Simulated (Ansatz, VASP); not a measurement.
## Ti: VASP beside Ansatz

The input POSCAR:

```
Ti
1.0
    0.0000000000      2.0300000000      2.0300000000
    2.0300000000      0.0000000000      2.0300000000
    2.0300000000      2.0300000000      0.0000000000
Ti
1
Direct
    0.0000000000      0.0000000000      0.0000000000
```

File INCAR.step1:

```
PREC     = Accurate       # precision mode
ENCUT    = 520            # plane-wave cutoff, eV
ISMEAR   = 0              # smearing method
SIGMA    = 0.1            # smearing width, eV
LREAL    = False          # projectors in reciprocal space
LASPH    = True           # aspherical terms in the spheres
NELM     = 60             # most SCF steps
NBANDS   = 12             # bands
GGA      = PE             # functional
ALGO     = Normal         # electronic algorithm
EDIFF    = 1E-4           # SCF threshold, eV
LWAVE    = True           # write WAVECAR
LCHARG   = False          # write CHGCAR
```

The input INCAR.step2:

```
PREC     = Accurate       # precision mode
ENCUT    = 520            # plane-wave cutoff, eV
EDIFF    = 1E-6           # SCF threshold, eV
ISMEAR   = 0              # smearing method
SIGMA    = 0.1            # smearing width, eV
LREAL    = False          # projectors in reciprocal space
LASPH    = True           # aspherical terms in the spheres
NELM     = 60             # most SCF steps
ALGO     = Normal         # electronic algorithm
ISIF     = 2              # what is computed and relaxed
LWAVE    = False          # write WAVECAR
LCHARG   = True           # write CHGCAR
METAGGA  = R2SCAN         # meta-GGA
LMIXTAU  = True         
LELF     = True           # ELF
LVHAR    = True         
NBANDS   = 12             # bands
ISTART   = 1
```

The input KPOINTS:

```
regular mesh
0
Gamma
  18 18 18
```

Input for Ansatz:

```yaml
crystal:
  lattice:
    - [0.0, 2.03, 2.03]
    - [2.03, 0.0, 2.03]
    - [2.03, 2.03, 0.0]
  atoms:
    - { symbol: Ti, position: [0.0, 0.0, 0.0] }
basis:
  ecutwfc: 500
kpoints:
  mp_grid: { grid: [18, 18, 18] }
hamiltonian:
  xc: r2scan
scf:
  occupations: { method: gaussian, width: 0.1 }
output:
  forces: true
  stress: true
  eigenvalues: true
  populations: true
```

Alike in both runs: task single point; functional r2SCAN; k mesh 18 × 18 × 18; occupations gaussian, width 0.1 eV; no spin polarisation.

|  | VASP | Ansatz |
| --- | --- | --- |
| version | VASP 6.6.1 | Ansatz 0.2.0 |
| potentials or method | VASP PAW PBE potentials, release 64 (Ti_sv) | scalar-relativistic, plane waves, PAW |
| plane-wave cutoff (eV) | 520 | 500 |
| valence electrons in the cell | 12 | 12 |

|  | VASP | Ansatz | Ansatz less VASP |
| --- | --- | --- | --- |
| gap on the k mesh at the Fermi level (eV) | none | none | - |
| pressure (GPa) | 4.8 | 4.4 | -0.44 |

A gap of «none» marks a metal or a gap that the smearing closes. The functional is the same, so the differences come from potentials, cutoffs and numerics.

Caveats: the PAW data sets were made with another functional, which shifts forces and pressure a little (VASP).
